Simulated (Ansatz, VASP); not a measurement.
# NaCl: VASP beside Ansatz

One calculation is typed for both programs; each brings its own data sets and cutoff. How far apart do they land? The cell is taken from a series of runs on this material, whose earlier steps may have relaxed or scaled it; both programs get it as it stands.

Main program and level: Ansatz 0.2.0; plane waves, with VASP 6.6.1 beside it; single point at PBEsol.

## (1) Set-up

Symmetry: Fm-3m, No. 225, cubic system. Conventional cell: a = 5.564 Å, b = 5.564 Å, c = 5.564 Å, α = 90.00°, β = 90.00°, γ = 90.00°. Na has 6 Cl at 2.78 Å nearest. Cl has 6 Na at 2.78 Å nearest. Farther neighbours and most contacts between anions are not listed.

## (2) VASP: single point, PBEsol

With cell and atoms fixed, the geometry can't cause a difference; cores, projectors, grids and the points listed under the comparison can.

Lines of VASP's logs that name or quote its potential files are left out, and so is its time.

Contents of INCAR:

```
SYSTEM = NaCl
PREC = Accurate
ENCUT = 600
EDIFF = 1E-06
NELM = 100
ISMEAR = 0
SIGMA = 0.05
LREAL = .FALSE.
ALGO = Normal
GGA = PS
NBANDS = 14
LORBIT = 11
LWAVE = .FALSE.
LCHARG = .FALSE.
KPAR = 2
ISIF = 2
```

Contents of POSCAR:

```
NaCl
1.0
    0.0000000000      2.7821694600      2.7821694600
    2.7821694600      0.0000000000      2.7821694600
    2.7821694600      2.7821694600      0.0000000000
Na Cl
1 1
Direct
    0.0000000000      0.0000000000      0.0000000000
    0.5000000000      0.5000000000      0.5000000000
```

Contents of KPOINTS:

```
Automatic mesh
0
Gamma
10 10 10
0 0 0
```

Potentials, in the order of the species: Na_sv_GW and Cl_GW (PBE family, release 64).

Run with:

```sh
> mpirun -np 2 vasp_std
```

Numbers of over 12 decimals in the logs are rounded to 6 here.

Log:

```text
[banner, memory and clock lines left out]
running    2 mpi-ranks, on    1 nodes
 distrk:  each k-point on    1 cores,    2 groups
 distr:  one band on    1 cores,    1 groups

 POSCAR found type information on POSCAR NaCl
 POSCAR found :  2 types and       2 ions
|                                                                             |
|               ----> ADVICE to this user running VASP <----                  |
|                                                                             |
|     You enforced a specific xc type in the INCAR file but a different       |
|     [... a line on the potential file left out ...]
|     I HOPE YOU KNOW WHAT YOU ARE DOING!                                     |
|                                                                             |

 LDA part: xc-table for (Slater+PW92), standard interpolation
 POSCAR, INCAR and KPOINTS ok, starting setup
 FFT: planning ... GRIDC
 FFT: planning ... GRID_SOFT
 FFT: planning ... GRID
 WAVECAR not read
 entering main loop
       N       E                     dE             d eps       ncg     rms          rms(c)
DAV:   1     0.135618023714E+03    0.13562E+03   -0.83667E+03  1340   0.125E+03
DAV:   2    -0.664036861601E+00   -0.13628E+03   -0.12579E+03  1466   0.355E+02
DAV:   3    -0.882940358350E+01   -0.81654E+01   -0.80371E+01  1748   0.794E+01
DAV:   4    -0.912210935899E+01   -0.29271E+00   -0.29254E+00  1844   0.155E+01
DAV:   5    -0.912934343050E+01   -0.72341E-02   -0.72337E-02  1822   0.233E+00    0.144E+00
DAV:   6    -0.901830232644E+01    0.11104E+00   -0.14543E-01  1640   0.471E+00    0.694E-01
DAV:   7    -0.900963146327E+01    0.86709E-02   -0.36481E-02  2004   0.174E+00    0.361E-01
DAV:   8    -0.901237040247E+01   -0.27389E-02   -0.53605E-03  1490   0.970E-01    0.414E-02
DAV:   9    -0.901237334894E+01   -0.29465E-05   -0.13071E-04  1782   0.190E-01    0.214E-02
DAV:  10    -0.901241189966E+01   -0.38551E-04   -0.38167E-05  1532   0.475E-02    0.190E-03
DAV:  11    -0.901241242873E+01   -0.52907E-06   -0.13540E-06  1530   0.116E-02
   1 F= -.90124124E+01 E0= -.90124124E+01  d E =-.787023E-11
```

OUTCAR, selected parts (step 2):

```text
ion  position               nearest neighbor table
   1  0.000  0.000  0.000-
   2  0.500  0.500  0.500-

  LATTYP: Found a face centered cubic cell.
 ALAT       =     5.5643389200

 Subroutine GETGRP returns: Found 48 space group operations
 (whereof 48 operations were pure point group operations)

The static configuration has the point symmetry O_h .

 Found     47 irreducible k-points:

   k-points           NKPTS =     47   k-points in BZ     NKDIM =     47   number of bands    NBANDS=     14

   dimension x,y,z NGX =    32 NGY =   32 NGZ =   32
   dimension x,y,z NGXF=    64 NGYF=   64 NGZF=   64

   ENCUT  =  600.0 eV  44.10 Ry    6.64 a.u.   7.86  7.86  7.86*2*pi/ulx,y,z

   NELECT =      16.0000    total number of electrons

 k-points in reciprocal lattice and weights: Automatic mesh
   0.00000000  0.00000000  0.00000000       0.001
   0.10000000  0.00000000  0.00000000       0.008
   0.20000000  0.00000000  0.00000000       0.008
   0.30000000  0.00000000  0.00000000       0.008
   0.40000000  0.00000000  0.00000000       0.008
   0.50000000  0.00000000  0.00000000       0.004
   0.10000000  0.10000000  0.00000000       0.006
   0.20000000  0.10000000  0.00000000       0.024
   0.30000000  0.10000000  0.00000000       0.024
[...]
-0.30000000  0.40000000  0.20000000       0.024
  -0.30000000  0.50000000  0.20000000       0.012

 average (electrostatic) potential at core
       1 -55.3805       2 -84.0727

 E-fermi :  -0.5523

 k-point     1 :       0.0000    0.0000    0.0000
  band No.  band energies     occupation
    ...
      4     -21.3683      2.00000
      5     -13.4892      2.00000
      6      -0.7537      2.00000
      7      -0.7537      2.00000
      8      -0.7537      2.00000
      9       4.3630      0.00000
     10      10.1710      0.00000
     11      10.1710      0.00000
     12      10.1710      0.00000
     13      12.3376      0.00000
    ...

 k-point     2 :       0.1000    0.0000    0.0000
  band No.  band energies     occupation
    ...
      4     -21.3683      2.00000
      5     -13.4544      2.00000
      6      -1.0238      2.00000
      7      -0.7835      2.00000
      8      -0.7835      2.00000
      9       4.7089      0.00000
     10       9.7898      0.00000
     11      10.3090      0.00000
     12      10.3090      0.00000
     13      12.1679      0.00000
    ...

 k-point     3 :       0.2000    0.0000    0.0000
  band No.  band energies     occupation
    ...
      4     -21.3689      2.00000
      5     -13.3615      2.00000
      6      -1.6251      2.00000
      7      -0.8595      2.00000
      8      -0.8595      2.00000
      9       5.4737      0.00000
     10       9.2563      0.00000
     11      10.5163      0.00000
     12      10.5163      0.00000
     13      12.0980      0.00000
    ...

  Total        0.0892470      0.0892470      0.0892470      0.0000000      0.0000000     -0.0000000
  in kB        3.3198892      3.3198892      3.3198892      0.0000000      0.0000000     -0.0000000
  external PRESSURE =       3.3198892 kB  Pullay stress =       0.0000000 kB

  energy-cutoff  :      600.00
  volume of cell :       43.07
      direct lattice vectors                 reciprocal lattice vectors
     0.000000000  2.782169460  2.782169460    -0.179715868  0.179715868  0.179715868
     2.782169460  0.000000000  2.782169460     0.179715868 -0.179715868  0.179715868
     2.782169460  2.782169460  0.000000000     0.179715868  0.179715868 -0.179715868

 POSITION                                       TOTAL-FORCE (eV/Angst)
 -----------------------------------------------------------------------------------
      0.00000      0.00000      0.00000        -0.000000     -0.000000      0.000000
      2.78217      2.78217      2.78217         0.000000      0.000000     -0.000000
 -----------------------------------------------------------------------------------
    total drift:                                0.000000     -0.000000     -0.000000

  FREE ENERGIE OF THE ION-ELECTRON SYSTEM (eV)
  ---------------------------------------------------
  free  energy   TOTEN  =        -9.0124124287 eV

  energy  without entropy=       -9.0124124287  energy(sigma->0) =       -9.01241243

 total charge
# of ion       s       p       d       tot
------------------------------------------
    1        2.001   5.992   0.018   8.012
    2        1.566   3.524   0.002   5.093
--------------------------------------------------
tot          3.568   9.516   0.020  13.104

[... 3 further parts left out ...]
```

The run ends at a pressure of 0.33 GPa.

## (3) Ansatz: single point, PBEsol

Ansatz runs on its default PAW (the set named soft_2) files.

The same cell, functional, mesh and smearing now go to Ansatz, which takes its cutoff from its data sets.

Contents of input.yaml:

```yaml
crystal:
  lattice:
    - [0.0, 2.78216946, 2.78216946]
    - [2.78216946, 0.0, 2.78216946]
    - [2.78216946, 2.78216946, 0.0]
  atoms:
    - { symbol: Na, position: [0.0, 0.0, 0.0] }
    - { symbol: Cl, position: [0.5, 0.5, 0.5] }
hamiltonian:
  xc: pbesol
  pseudopotentials: { kind: paw }
kpoints:
  mp_grid: { grid: [10, 10, 10] }
scf:
  occupations: { method: gaussian, width: 0.05 }
  n_extra_bands: 4
output:
  forces: true
  stress: true
  eigenvalues: true
```

Run with:

```sh
> ansatz run input.yaml --threads 2 --pin off --max-ram 4608MiB --backend cpu --events-out ev --progress --plain --runs-dir out
```

Log:

```text
scf.n_extra_bands = 4 over 8 filled bands (N_el = 16.0): the run solves 12 bands
Engine: ansatz 0.2.0, x86_64-unknown-linux-gnu
Pseudopotentials: kind: paw
Pseudopotential: Na, paw, valence charge 9, recommended cutoff 420 eV (normal), Na.paw.azcp
Pseudopotential: Cl, paw, valence charge 7, recommended cutoff 420 eV (normal), Cl.paw.azcp
Functional definition: PBEsol
  exchange = pbesol_x
  correlation = pbesol_c
Crystal: 2 atoms, lattice volume = 43.071 Å³
Basis set: ecut = 420 eV, 869 PW (Γ), exchange–correlation on 54×54×54 points (8 copies of the dense FFT grid, shifted against one another)
Bands: 12, of which v1, the nominal top of the filled ones, is band 8 counted from 1 (7 counted from 0)
Symmetry: 48 space group operations
Space group: Fm-3m (ITA 225), of the structure as read, at distance tolerance 3.5e-5 Å
k-points: 47 of 1000
Non-local potential: Na, projectors of the file, l = 0: 3, l = 1: 2, l = 2: 1
Non-local potential: Cl, projectors of the file, l = 0: 2, l = 1: 2, l = 2: 2
PAW form: soft (Blöchl's): semilocal exchange-correlation on the pseudo side does not see the compensation charge
PAW frozen core: Na, regenerated for the run's functional, and the local potential with it (the file was generated under x = pbe(κ = 0.804, μ = 0.219515), c = pbe(β = 0.066725))
PAW frozen core: Cl, regenerated for the run's functional, and the local potential with it (the file was generated under x = pbe(κ = 0.804, μ = 0.219515), c = pbe(β = 0.066725))
PAW one-centre angular grid: Na, 110 points (default); XC on 64 Gauss nodes
PAW one-centre angular grid: Cl, 110 points (default); XC on 64 Gauss nodes
Initial density: superposition of atomic densities (neutral atoms: chi_scale 0, normalization atom), corrected by the library's trained network
Initial wavefunctions: pseudopotential atomic-orbital guess
Functional: x = pbesol(κ = 0.804, μ = 0.123457), c = pbesol(β = 0.046)
SCF iter   1: F=—  HF=-2540.288076 eV  |F-HF|=—  |Δ(HF+E_count)|=         —  Δρ=2.91e-3  dr2=3.86e-3  ethr=1.77e-3  ⟨swp⟩=5.7  Hψ=3282  notcnv=0
preconditioner: auto → none  [insulator: Δε(μ)=5.033 eV  Ē_g=20.819 eV  σ=0.050 eV  W_gap=1.00  n_scr=14 (ndim 8)  ℏωp=21.2 eV  f_vac=0.022  D(μ)=0.00/eV (n_scr^D=0)  ε∞_Penn≈2.0]
SCF iter   2: F=—  HF=-2540.285384 eV  |F-HF|=—  |Δ(HF+E_count)|=   2.69e-3  Δρ=1.31e-3  dr2=9.82e-4  ethr=2.41e-5  ⟨swp⟩=2.8  Hψ=1283  notcnv=0
SCF iter   3: F=—  HF=-2540.285369 eV  |F-HF|=—  |Δ(HF+E_count)|=   1.45e-5  Δρ=9.81e-4  dr2=5.89e-4  ethr=6.13e-6  ⟨swp⟩=2.0  Hψ=752  notcnv=0
SCF iter   4: F=—  HF=-2540.285170 eV  |F-HF|=—  |Δ(HF+E_count)|=   1.99e-4  Δρ=2.87e-4  dr2=4.59e-5  ethr=3.68e-6  ⟨swp⟩=2.0  Hψ=685  notcnv=0
SCF iter   5: F=—  HF=-2540.285180 eV  |F-HF|=—  |Δ(HF+E_count)|=   9.63e-6  Δρ=3.30e-5  dr2=8.52e-7  ethr=2.87e-7  ⟨swp⟩=2.0  Hψ=752  notcnv=0
SCF iter   6: F=-2540.285180 eV  HF=-2540.285180 eV  |F-HF|=1.51e-8  |Δ(HF+E_count)|=   1.55e-7  Δρ=6.58e-6  dr2=3.38e-8  ethr=6.25e-10  ⟨swp⟩=3.0  Hψ=1909  notcnv=0
SCF 1 converged in 6 iterations: F = -2540.285180 eV  dr2 = 3.38e-8
  greatest PAW one-centre occupation: 0.999 electrons in one spin orbital (limit 2), on the Na atom at site 0 (counted from 0), in its partial waves of l = 0
SCF converged after 6 iterations
Free energy (F): -2540.285180 eV
Harris-Foulkes:  -2540.285180 eV  (|F-HF|=1.51e-8)
Internal energy: -2540.285180 eV  (E = F + TS)
E sigma→0 (E₀):  -2540.285180 eV
Fermi energy:    3.907257 eV
--- Per-component energies (eV) ---
  E_band       = -228.852698
  E_kinetic    = 282.840864
  E_local      = -1509.395222  (includes V_loc(G=0)·N_el)
  E_nonlocal   = 144.862966
  E_hartree    = 530.581661
  E_xc         = -145.101004
  E_vxc        = -171.994242  (∫ρ·V_xc dr)
  E_paw        = -895.324649  (= ΣΔE_a)
  E_vpaw       = -36.332535  (= ΣTr[D̂ρ^β])
  E_aug_tail   = 0.000074  (compensation charges beyond the density's cutoff)
  E_ewald      = -948.882995
  E_core_change = 0.133126  (= ΣΔE_core)
  E_smearing   = -0.000000  (= −TS)
  E_closure    = -0.000000  (closes the sum)
  Σ components = -2540.285180   (vs F -2540.285180, Δ=0.00e0)
--- Forces (eV/Å), atoms counted from 1 ---
  atom   1  Na    -0.00000000     0.00000000     0.00000000
  atom   2  Cl     0.00000000    -0.00000000    -0.00000000
  max |Σ_I F_I| component: 5.11e-30 eV/Å
--- Stress (GPa, compression-positive) ---
        0.549731      -0.000000       0.000000
        0.000000       0.549731      -0.000000
        0.000000       0.000000       0.549731
  P = ⅓ Tr σ = 0.5497 GPa (5.497 kbar)
--- Band table (eV; the first three rows and the last of 47) ---
  k-point 0: bands = [... 4 lower, -11.3737, 1.3631, 1.3631, 1.3631, 6.4509, 12.2923, 12.2923, 12.2923]
  k-point 1: bands = [... 4 lower, -11.3388, 1.0918, 1.3334, 1.3334, 6.7987, 11.9107, 12.4301, 12.4301]
  k-point 2: bands = [... 4 lower, -11.2457, 0.4887, 1.2575, 1.2575, 7.5689, 11.3743, 12.6367, 12.6367]
  k-point 46: bands = [... 4 lower, -10.9179, -0.1081, 0.2444, 0.5551, 10.0372, 10.4080, 11.5073, 13.0287]
```

Reading the cycles: dr2 is the Hartree energy of the density residual (eV), the measure of convergence; HF is the Harris–Foulkes estimate of the energy, which meets the free energy F at convergence.

The run ends at a pressure of 0.55 GPa.

## (4) Side by side

Known differences besides the PAW data sets themselves: the cutoff is 420 eV in Ansatz and 600 eV in VASP; Ansatz makes its cores anew for this functional, VASP keeps those of its PBE data sets; VASP leaves aspherical gradient terms in its spheres out (LASPH is not set), Ansatz keeps them. Total energies have different zeros and are not compared.

The two programs side by side:

```tsv
quantity	Ansatz	VASP	difference
pressure (GPa)	0.55	0.33	+0.22
gap on the k mesh (eV)	5.088	5.117	-0.029
```

## (5) What moves the difference

How far does this hang on the set-up? Further runs change one program's set-up at a time, as the table lists.

```tsv
run	difference in gap on the k mesh (eV)
as above	-0.029
VASP with the data sets Na_pv and Cl_h and a cutoff of 660 eV	0.0035
```

## (6) Results

```yaml
difference_in_gap_on_the_k_mesh_single_point_pbesol: -0.029 eV
```

The difference in gap on the k mesh is -0.029 eV (single point, PBEsol), within the 0.08 eV picked in this series as the mark of a large difference. For single point, PBEsol: with VASP with the data sets Na_pv and Cl_h and a cutoff of 660 eV the difference in gap on the k mesh shrinks in size, from -0.029 to 0.0035 eV. How closely two codes agree says nothing of how well the functional describes the real material.

[Lines on the potential files, build, host, timing and source positions are cut from VASP's logs without a mark.]

[Logs are printed without paths, hosts, clocks, repeated set-up lines and the standing remarks that a program may print on its own settings, such as how far it seeks lower states.]

[Hosts, paths, dates, database ids (printed as entryN), source tags and the programs' standing remarks are cut or masked in the printed files.]
